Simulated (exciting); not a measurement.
Mg:

```
CELL_PARAMETERS angstrom
-1.77276 1.77276 1.77276
1.77276 -1.77276 1.77276
1.77276 1.77276 -1.77276
ATOMIC_POSITIONS crystal
Mg 0.00000 0.00000 0.00000
```

This isn't the form of Mg at room conditions, which is hcp.

- Program: exciting (release sodium)
- Task: single point
- Functional: PBE
- Potentials or basis: all-electron LAPW+lo, shipped species files, valence relativity iora*
- rgkmax: 7.5
- k mesh: 11 × 11 × 11
- Occupations: fermi-dirac, width 0.05 eV
- Spin: no spin polarisation
- gmaxvr (cutoff of density and potential): 14 1/bohr
- lmaxapw (and lmaxmat): 10
- lmaxvr: 8
- nempty: 8
- Valence relativity: iora*
- epsengy: 1e-05 Ha
- epspot: 1e-05 Ha
- maxscl: 60
- Muffin-tin radii: Mg 2.0 bohr

On this cell: band gap on the k mesh none (metal or under the smearing width).

The same run follows on a disturbed copy (cell strained at random at fixed volume):

```
CELL_PARAMETERS angstrom
-1.76811 1.75773 1.74720
1.76248 -1.78962 1.77345
1.78739 1.80889 -1.77909
ATOMIC_POSITIONS crystal
Mg 0.98579 0.98928 0.97885
```

Problem. What does the disturbed cell give?

Solution. The energy (extrapolated to zero smearing) moves by +1.0 meV/atom; band gap on the k mesh none (metal or under the smearing width).

Caveats: the free energy is that total less TS from the occupations.
